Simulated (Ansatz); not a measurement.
# GaSb (F-43m) in Ansatz: settings compared

One crystal, GaSb, is run at these levels: BLYP, r2SCAN; tasks: band structure, single point, equation of state.

Program: Ansatz 0.2.0. These are calculated values, not measurements. Logs are shortened: lines on timing, memory, paths and dates and some standing lists are left out, and cuts for length are marked.

**Experimental background.**

A printed reference work, data compilation reports, for a bulk crystal of GaSb at 4.2 K: band gap 0.811 eV (direct).

How close the calculation comes is told below.

**1. Starting point**

It takes space group F-43m (No. 216, cubic). The conventional cell has a = 6.118 Å, b = 6.118 Å, c = 6.118 Å, α = 90.00°, β = 90.00°, γ = 90.00°. Sb (site symmetry -43m) is surrounded by 4 Ga at 2.65 Å. Ga (site symmetry -43m) has 4 Sb at 2.65 Å as nearest neighbours.

**2. Band structure, BLYP**

input.yaml reads:

```yaml
crystal:
  lattice:
    - [0.0, 3.059, 3.059]
    - [3.059, 0.0, 3.059]
    - [3.059, 3.059, 0.0]
  atoms:
    - { symbol: Sb, position: [0.75, 0.75, 0.75] }
    - { symbol: Ga, position: [0.0, 0.0, 0.0] }
hamiltonian:
  xc: blyp
  pseudopotentials: { kind: paw }
kpoints:
  mp_grid: { grid: [8, 8, 8] }
  band_path:
    path:
      - [[0.0, 0.0, 0.0], [0.5, 0.0, 0.5], [0.5, 0.25, 0.75], [0.375, 0.375, 0.75], [0.0, 0.0, 0.0], [0.5, 0.5, 0.5], [0.625, 0.25, 0.625], [0.5, 0.25, 0.75], [0.5, 0.5, 0.5], [0.375, 0.375, 0.75]]
      - [[0.625, 0.25, 0.625], [0.5, 0.0, 0.5]]
    npoints: 14
scf:
  occupations: { method: fermi_dirac, width: 0.05 }
  n_extra_bands: 6
output:
  forces: true
  stress: true
  eigenvalues: true
  fatbands: false
```

Potentials or basis: Ansatz PAW.

Run with:

```bash
$ ansatz run input.yaml --threads 2 --pin off --max-ram 5120MiB --backend cpu --events-out ev --progress --plain --runs-dir out
```

What it wrote:

```text
Warning: RAYON_NUM_THREADS=2 ignored (pool sized by the plan → 2); use --threads N
scf.n_extra_bands = 6 over 14 filled bands (N_el = 28.0): the run solves 20 bands
Engine: ansatz 0.2.0, aarch64-unknown-linux-gnu
Pseudopotentials: kind: paw
Pseudopotential: Sb, paw, valence charge 15, recommended cutoff 420 eV (normal), Sb.paw.azcp
Pseudopotential: Ga, paw, valence charge 13, recommended cutoff 420 eV (normal), Ga.paw.azcp
Functional definition: BLYP
  parameter beta = 0.0042
  parameter a = 0.04918
  parameter b = 0.132
  parameter c = 0.2533
  parameter d = 0.349
  exchange = b88_x(beta = beta)
  correlation = lyp_c(a = a, b = b, c = c, d = d)
Crystal: 2 atoms, lattice volume = 57.249 Å³
Basis set: ecut = 420 eV, 1139 PW (Γ), exchange–correlation on 60×60×60 points (8 copies of the dense FFT grid, shifted against one another)
Bands: 20, of which v1, the nominal top of the filled ones, is band 14 counted from 1 (13 counted from 0)
Symmetry: 24 space group operations
Space group: F-43m (ITA 216), of the structure as read, at distance tolerance 3.9e-5 Å
k-points: 29 of 512 (time reversal used)
Non-local potential: Sb, projectors of the file, l = 0: 2, l = 1: 2, l = 2: 2, l = 3: 2
Non-local potential: Ga, projectors of the file, l = 0: 2, l = 1: 2, l = 2: 3, l = 3: 1
PAW form: soft (Blöchl's): semilocal exchange-correlation on the pseudo side does not see the compensation charge
PAW frozen core: Sb, regenerated for the run's functional, and the local potential with it (the file was generated under x = pbe(κ = 0.804, μ = 0.2195149727645171), c = pbe(β = 0.06672455060314922))
PAW frozen core: Ga, regenerated for the run's functional, and the local potential with it (the file was generated under x = pbe(κ = 0.804, μ = 0.2195149727645171), c = pbe(β = 0.06672455060314922))
PAW one-centre angular grid: Sb, 590 points (default); XC on 64 Gauss nodes
PAW one-centre angular grid: Ga, 590 points (default); XC on 64 Gauss nodes
Initial density: superposition of atomic densities (neutral atoms: chi_scale 0, normalization atom), corrected by the library's trained network
Initial wavefunctions: pseudopotential atomic-orbital guess
Functional: x = b88, c = lyp
SCF iter   1: F=—  HF=-10294.483714 eV  |F-HF|=—  |Δ(HF+E_count)|=         —  Δρ=4.78e-3  dr2=9.84e-3  ethr=1.77e-3  ⟨swp⟩=6.2  Hψ=3070  notcnv=0
preconditioner: auto → none  [insulator: Δε(μ)=0.389 eV  Ē_g=16.276 eV  σ=0.050 eV  W_gap=0.69  n_scr=14 (ndim 8)  ℏωp=20.8 eV  f_vac=0.091  D(μ)=0.06/eV (n_scr^D=0)  ε∞_Penn≈2.6]
SCF iter   2: F=—  HF=-10294.479808 eV  |F-HF|=—  |Δ(HF+E_count)|=   3.91e-3  Δρ=2.68e-3  dr2=1.59e-3  ethr=3.52e-5  ⟨swp⟩=2.5  Hψ=1089  notcnv=0  defer=25
SCF iter   3: F=—  HF=-10294.479802 eV  |F-HF|=—  |Δ(HF+E_count)|=   5.78e-6  Δρ=8.29e-4  dr2=3.94e-4  ethr=5.69e-6  ⟨swp⟩=2.0  Hψ=798  notcnv=0  defer=25
SCF iter   4: F=—  HF=-10294.479467 eV  |F-HF|=—  |Δ(HF+E_count)|=   3.35e-4  Δρ=1.71e-4  dr2=1.21e-5  ethr=1.41e-6  ⟨swp⟩=2.0  Hψ=800  notcnv=0  defer=25
SCF iter   5: F=—  HF=-10294.479470 eV  |F-HF|=—  |Δ(HF+E_count)|=   2.66e-6  Δρ=9.89e-5  dr2=3.06e-6  ethr=4.31e-8  ⟨swp⟩=2.0  Hψ=945  notcnv=0  defer=25
SCF iter   6: F=—  HF=-10294.479469 eV  |F-HF|=—  |Δ(HF+E_count)|=   5.99e-7  Δρ=2.67e-5  dr2=1.96e-7  ethr=1.09e-8  ⟨swp⟩=2.0  Hψ=945  notcnv=0  defer=25
SCF iter   7: F=-10294.479469 eV  HF=-10294.479469 eV  |F-HF|=3.82e-11  |Δ(HF+E_count)|=   5.07e-9  Δρ=3.08e-6  dr2=2.39e-9  ethr=3.57e-10  ⟨swp⟩=8.4  Hψ=2868  notcnv=0
SCF 1 converged in 7 iterations: F = -10294.479469 eV  dr2 = 2.39e-9
NSCF: frozen V_eff on 142 k-points
SCF converged after 7 iterations
Free energy (F): -10294.479469 eV
Harris-Foulkes:  -10294.479469 eV  (|F-HF|=3.82e-11)
Internal energy: -10294.478995 eV  (E = F + TS)
E sigma→0 (E₀):  -10294.479232 eV
Entropy (-TS):   -0.000474 eV (-0.237 meV/atom)
Fermi energy:    8.154083 eV
--- Per-component energies (eV) ---
  E_band       = -250.313045
  E_kinetic    = 325.150248
  E_local      = -3910.432273  (includes V_loc(G=0)·N_el)
  E_nonlocal   = 779.080590
  E_hartree    = 1804.208951
  E_xc         = -205.292812
  E_vxc        = -150.699417  (∫ρ·V_xc dr)
  E_paw        = -6593.219274  (= ΣΔE_a)
  E_vpaw       = -901.832739  (= ΣTr[D̂ρ^β])
  E_aug_tail   = -0.000106  (compensation charges beyond the density's cutoff)
  E_ewald      = -2493.919138
  E_core_change = -0.055181  (= ΣΔE_core)
  E_smearing   = -0.000474  (= −TS)
  E_closure    = 0.000000  (closes the sum)
  Σ components = -10294.479469   (vs F -10294.479469, Δ=0.00e0)
--- Forces (eV/Å), atoms counted from 1 ---
  atom   1  Sb     0.00000000    -0.00000000     0.00000000
  atom   2  Ga    -0.00000000     0.00000000    -0.00000000
  max |Σ_I F_I| component: 6.94e-18 eV/Å
--- Stress (GPa, compression-positive) ---
        5.316253      -0.000000      -0.000000
       -0.000000       5.316253       0.000000
       -0.000000       0.000000       5.316253
  P = ⅓ Tr σ = 5.3163 GPa (53.163 kbar)
--- Band table (eV; the first three rows and the last of 29) ---
  k-point 0: bands = ["-20.6062", "-20.6062", "-20.6062", "-20.5854", "-20.5854", "-6.9959", "-6.9959", "-6.9959", "-6.9461", "-6.9461", "-3.3879", "7.9450", "8.1138", "8.1138", "8.1138", "10.9403", "10.9403", "10.9403", "14.1800", "17.0214"]
  k-point 1: bands = ["-20.6061", "-20.6058", "-20.6058", "-20.5853", "-20.5853", "-7.0001", "-6.9940", "-6.9940", "-6.9464", "-6.9464", "-3.2297", "6.0435", "7.8662", "7.8662", "9.0549", "11.2801", "11.2801", "11.5798", "14.9682", "16.1881"]
  k-point 2: bands = ["-20.6059", "-20.6048", "-20.6048", "-20.5851", "-20.5851", "-7.0102", "-6.9898", "-6.9898", "-6.9467", "-6.9467", "-2.7803", "4.0599", "7.4238", "7.4238", "8.8783", "11.8031", "11.8031", "13.3338", "15.5615", "15.9599"]
  k-point 28: bands = ["-20.6056", "-20.6039", "-20.6003", "-20.5859", "-20.5835", "-7.0357", "-6.9777", "-6.9730", "-6.9519", "-6.9469", "-0.9441", "1.4087", "4.8437", "5.0640", "11.7452", "12.5575", "12.5977", "13.0339", "18.1137", "18.3530"]
```

Run time: 5.4 s. Hardware: 2 threads of Arm Neoverse V2, shared host; peak memory 0.34 GiB.

What came out:

```
Free energy            : -10294.4795 eV
Pressure               : 5.3 GPa
Band gap on the k mesh : none (metal or under the smearing width)
```

Levels at the corners of the path, in eV from the Fermi level:
```
point  band 11  band 12  band 13  band 14  band 15  band 16  band 17  band 18
    Γ   -11.54    -0.21    -0.04    -0.04    -0.04     2.79     2.79     2.79
    X    -9.14    -6.87    -2.57    -2.57     0.96     1.37     8.60     8.60
    W    -9.10    -6.75    -3.31    -3.09     3.59     4.40     4.44     4.88
    K    -9.20    -6.69    -3.56    -2.19     1.47     3.90     6.58     6.79
    Γ   -11.54    -0.21    -0.04    -0.04    -0.04     2.79     2.79     2.79
    L    -9.95    -6.39    -1.18    -1.18     0.34     3.80     3.80     6.68
    U    -9.20    -6.69    -3.56    -2.19     1.47     3.90     6.58     6.79
    W    -9.10    -6.75    -3.31    -3.09     3.59     4.40     4.44     4.88
    L    -9.95    -6.39    -1.18    -1.18     0.34     3.80     3.80     6.68
    K    -9.20    -6.69    -3.56    -2.19     1.47     3.90     6.58     6.79
    U    -9.20    -6.69    -3.56    -2.19     1.47     3.90     6.58     6.79
    X    -9.14    -6.87    -2.57    -2.57     0.96     1.37     8.60     8.60
```

Caveat: spin-orbit coupling is left out, which moves the levels of the heavy elements; the PAW data sets come from PBE, with cores solved anew for the run's functional, which leaves a small shift of forces and pressure; this crystal is a semiconductor, whose small gap the functional closes, so the metal is an error of the method.

**3. Single point, r2SCAN, 26.91 Å³/atom (volume scaled by 0.94)**

input.yaml reads:

```yaml
crystal:
  lattice:
    - [0.0, 2.9965539066, 2.9965539066]
    - [2.9965539066, 0.0, 2.9965539066]
    - [2.9965539066, 2.9965539066, 0.0]
  atoms:
    - { symbol: Sb, position: [0.75, 0.75, 0.75] }
    - { symbol: Ga, position: [0.0, 0.0, 0.0] }
hamiltonian:
  xc: r2scan
  pseudopotentials: { kind: paw }
kpoints:
  mp_grid: { grid: [8, 8, 8] }
scf:
  occupations: { method: fermi_dirac, width: 0.05 }
output:
  forces: true
  stress: true
  eigenvalues: true
```

Potentials or basis: Ansatz PAW.

Run with:

```bash
$ ansatz run input.yaml --threads 2 --pin off --max-ram 5120MiB --backend cpu --events-out ev --progress --plain --runs-dir out
```

Wall time 3.9 s (2 threads of Arm Neoverse V2, shared host); peak memory 0.47 GiB.

It converged, with:

```yaml
Free_energy: -10289.8122 eV
Pressure: 4.3 GPa
Band_gap_on_the_k_mesh: 0.85 eV, indirect (least direct gap 0.95 eV)
```

Caveat: spin-orbit coupling is left out, which moves the levels of the heavy elements; the PAW data sets come from PBE, with cores solved anew for the run's functional, which leaves a small shift of forces and pressure.

**4. Single point, r2SCAN, 27.48 Å³/atom (volume scaled by 0.96)**

input.yaml: that of step 3 with these lines changed.

```diff
@@ -2,5 +2,5 @@
   lattice:
-    - [0.0, 2.9965539066, 2.9965539066]
-    - [2.9965539066, 0.0, 2.9965539066]
-    - [2.9965539066, 2.9965539066, 0.0]
+    - [0.0, 3.0176570942, 3.0176570942]
+    - [3.0176570942, 0.0, 3.0176570942]
+    - [3.0176570942, 3.0176570942, 0.0]
   atoms:
```

Run with:

```bash
$ ansatz run input.yaml --threads 2 --pin off --max-ram 5120MiB --backend cpu --events-out ev --progress --plain --runs-dir out
```

Wall time 3.9 s (2 threads of Arm Neoverse V2, shared host); peak memory 0.47 GiB.

Results (log left out):

```yaml
Free_energy: -10289.8377 eV
Pressure: 2.8 GPa
Band_gap_on_the_k_mesh: 0.78 eV, direct
```

Caveat: spin-orbit coupling is left out, which moves the levels of the heavy elements; the PAW data sets come from PBE, with cores solved anew for the run's functional, which leaves a small shift of forces and pressure.

**5. Single point, r2SCAN, 28.05 Å³/atom (volume scaled by 0.98)**

input.yaml: that of step 4 with these lines changed.

```diff
@@ -2,5 +2,5 @@
   lattice:
-    - [0.0, 3.0176570942, 3.0176570942]
-    - [3.0176570942, 0.0, 3.0176570942]
-    - [3.0176570942, 3.0176570942, 0.0]
+    - [0.0, 3.0384691801, 3.0384691801]
+    - [3.0384691801, 0.0, 3.0384691801]
+    - [3.0384691801, 3.0384691801, 0.0]
   atoms:
```

Run with:

```bash
$ ansatz run input.yaml --threads 2 --pin off --max-ram 5120MiB --backend cpu --events-out ev --progress --plain --runs-dir out
```

Run time: 4 s. Hardware: 2 threads of Arm Neoverse V2, shared host; peak memory 0.48 GiB.

The run converged. Its results:

- Free energy: -10289.8533 eV
- Pressure: 1.5 GPa
- Band gap on the k mesh: 0.62 eV, direct

Caveat: spin-orbit coupling is left out, which moves the levels of the heavy elements; the PAW data sets come from PBE, with cores solved anew for the run's functional, which leaves a small shift of forces and pressure.

**6. Single point, r2SCAN, 28.62 Å³/atom**

input.yaml: that of step 5 with these lines changed.

```diff
@@ -2,5 +2,5 @@
   lattice:
-    - [0.0, 3.0384691801, 3.0384691801]
-    - [3.0384691801, 0.0, 3.0384691801]
-    - [3.0384691801, 3.0384691801, 0.0]
+    - [0.0, 3.059, 3.059]
+    - [3.059, 0.0, 3.059]
+    - [3.059, 3.059, 0.0]
   atoms:
```

Potentials or basis: Ansatz PAW.

Run with:

```bash
$ ansatz run input.yaml --threads 2 --pin off --max-ram 5120MiB --backend cpu --events-out ev --progress --plain --runs-dir out
```

It took 4 s on 2 threads of Arm Neoverse V2, shared host; peak memory 0.48 GiB.

Results (log left out):

```yaml
Free_energy: -10289.8600 eV
Pressure: 0.4 GPa
Band_gap_on_the_k_mesh: 0.47 eV, direct
```

Caveat: spin-orbit coupling is left out, which moves the levels of the heavy elements; the PAW data sets come from PBE, with cores solved anew for the run's functional, which leaves a small shift of forces and pressure.

**7. Single point, r2SCAN, 29.20 Å³/atom (volume scaled by 1.02)**

input.yaml: that of step 6 with these lines changed.

```diff
@@ -2,5 +2,5 @@
   lattice:
-    - [0.0, 3.059, 3.059]
-    - [3.059, 0.0, 3.059]
-    - [3.059, 3.059, 0.0]
+    - [0.0, 3.0792588685, 3.0792588685]
+    - [3.0792588685, 0.0, 3.0792588685]
+    - [3.0792588685, 3.0792588685, 0.0]
   atoms:
@@ -19 +19,5 @@
   eigenvalues: true
+  write_density: true
+  write_potential: true
+  elf: true
+  volumetric_format: npy
```

Run with:

```bash
$ ansatz run input.yaml --threads 2 --pin off --max-ram 5120MiB --backend cpu --events-out ev --progress --plain --runs-dir out
```

It took 5.7 s on 2 threads of Arm Neoverse V2, shared host; peak memory 0.48 GiB.

Results (log left out):

```yaml
Free_energy: -10289.8588 eV
Pressure: -0.7 GPa
Band_gap_on_the_k_mesh: 0.32 eV, direct
```

Caveat: spin-orbit coupling is left out, which moves the levels of the heavy elements; the PAW data sets come from PBE, with cores solved anew for the run's functional, which leaves a small shift of forces and pressure.

**8. Single point, r2SCAN, 29.77 Å³/atom (volume scaled by 1.04)**

input.yaml reads:

```yaml
crystal:
  lattice:
    - [0.0, 3.0992546163, 3.0992546163]
    - [3.0992546163, 0.0, 3.0992546163]
    - [3.0992546163, 3.0992546163, 0.0]
  atoms:
    - { symbol: Sb, position: [0.75, 0.75, 0.75] }
    - { symbol: Ga, position: [0.0, 0.0, 0.0] }
hamiltonian:
  xc: r2scan
  pseudopotentials: { kind: paw }
kpoints:
  mp_grid: { grid: [8, 8, 8] }
scf:
  occupations: { method: fermi_dirac, width: 0.05 }
output:
  forces: true
  stress: true
  eigenvalues: true
```

Run with:

```bash
$ ansatz run input.yaml --threads 2 --pin off --max-ram 5120MiB --backend cpu --events-out ev --progress --plain --runs-dir out
```

Wall time 4.8 s (2 threads of Arm Neoverse V2, shared host); peak memory 0.48 GiB.

Results (log left out):

| Item | Value |
| --- | --- |
| Free energy | -10289.8507 eV |
| Pressure | -1.6 GPa |
| Band gap on the k mesh | 0.17 eV, direct |

Caveat: spin-orbit coupling is left out, which moves the levels of the heavy elements; the PAW data sets come from PBE, with cores solved anew for the run's functional, which leaves a small shift of forces and pressure.

**9. Single point, r2SCAN, 30.34 Å³/atom (volume scaled by 1.06)**

input.yaml: that of step 8 with these lines changed.

```diff
@@ -2,5 +2,5 @@
   lattice:
-    - [0.0, 3.0992546163, 3.0992546163]
-    - [3.0992546163, 0.0, 3.0992546163]
-    - [3.0992546163, 3.0992546163, 0.0]
+    - [0.0, 3.1189956238, 3.1189956238]
+    - [3.1189956238, 0.0, 3.1189956238]
+    - [3.1189956238, 3.1189956238, 0.0]
   atoms:
```

Potentials or basis: Ansatz PAW.

Run with:

```bash
$ ansatz run input.yaml --threads 2 --pin off --max-ram 5120MiB --backend cpu --events-out ev --progress --plain --runs-dir out
```

Wall time 4.6 s (2 threads of Arm Neoverse V2, shared host); peak memory 0.54 GiB.

It converged, with:

```
Free energy            : -10289.8364 eV
Pressure               : -2.4 GPa
Band gap on the k mesh : none (metal or under the smearing width)
```

Caveat: the PAW data sets come from PBE, with cores solved anew for the run's functional, which leaves a small shift of forces and pressure.

**10. Equation of state, r2SCAN**

Potentials or basis: Ansatz PAW.

This step only gathers the single runs of the series.

What came out:

```
Equilibrium volume                      : 28.82 Å³/atom
Bulk modulus                            : 53 GPa
Pressure derivative of the bulk modulus : 5.0
```

Energy against volume, from the lowest point:
| volume (Å³/atom) | energy (meV/atom) |
| --- | --- |
| 26.907 | 23.91 |
| 27.480 | 11.15 |
| 28.052 | 3.37 |
| 28.625 | 0.00 |
| 29.197 | 0.59 |
| 29.770 | 4.67 |
| 30.342 | 11.82 |

Caveat: the PAW data sets were made with another functional, which shifts forces and pressure a little. Zero-point motion and thermal expansion aren't in these numbers.

**11. How close it comes**

Step 2. Measured gap of GaSb: 0.811 eV (direct; 4.2 K; a printed reference work, data compilation). This calculation gives 0.00 eV (-0.81 eV). Spin-orbit coupling on Ga, Sb is left out. The value is that of BLYP on a finite k mesh, which can miss the band edges, without temperature or zero-point motion. Semilocal functionals fall short of measured gaps as a rule.
